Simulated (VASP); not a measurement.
SiNi3 in VASP: convergence with SIGMA

The system is SiNi3.

```
Ni Si
1.0
     3.54200    0.00000    0.00000
     0.00000    3.54200    0.00000
     0.00000    0.00000    3.54200
Ni Si
3 1
Direct
  0.50000 0.50000 0.00000
  0.50000 0.00000 0.50000
  0.00000 0.50000 0.50000
  0.00000 0.00000 0.00000
```

| Item | Value |
| --- | --- |
| Program | VASP 6.6.1 |
| Task | single point |
| Functional | PBE |
| Potentials or basis | VASP PAW PBE potentials, release 64 (Ni, Si) |
| Cutoff | 520 eV |
| k mesh | 8 × 8 × 8 |
| Occupations | fermi-dirac, width 0.3 eV |
| Spin | collinear spin, ferromagnetic start |
| Starting moments | [1.0, 1.0, 1.0, 0.0] μB |

These are the settings of the first run; the series varies SIGMA, with any setting tied to it.

Hardware: 1 thread of Intel(R) Xeon(R) 6975P-C (Granite Rapids) (shared host).

```
  SIGMA  energy less the tightest run, at zero smearing (meV/atom)  pressure (GPa)  SCF cycles  CPU time (s)  peak memory (GiB)
 0.3 eV                                                      15.60           -3.52          16            34                0.2
 0.2 eV                                                       5.41           -5.08          16            34                0.2
0.15 eV                                                       1.60           -5.56          16            39                0.2
 0.1 eV                                                      -0.05           -5.83          16            37                0.2
0.05 eV                                                       0.07           -5.93          16            34                0.2
0.02 eV                                                      -0.02           -5.96          16            34                0.2
0.01 eV                                                       0.00           -5.97          16            34                0.2
```

Against the tightest run, the energy stays within 1 meV/atom from 0.1 eV on; the pressure stays within 0.1 GPa from 0.05 eV on. Narrower smearing needs a denser k mesh, so at a fixed mesh the narrowest width isn't the most accurate. The tightest run that finished is the yardstick and may itself not be fully converged.
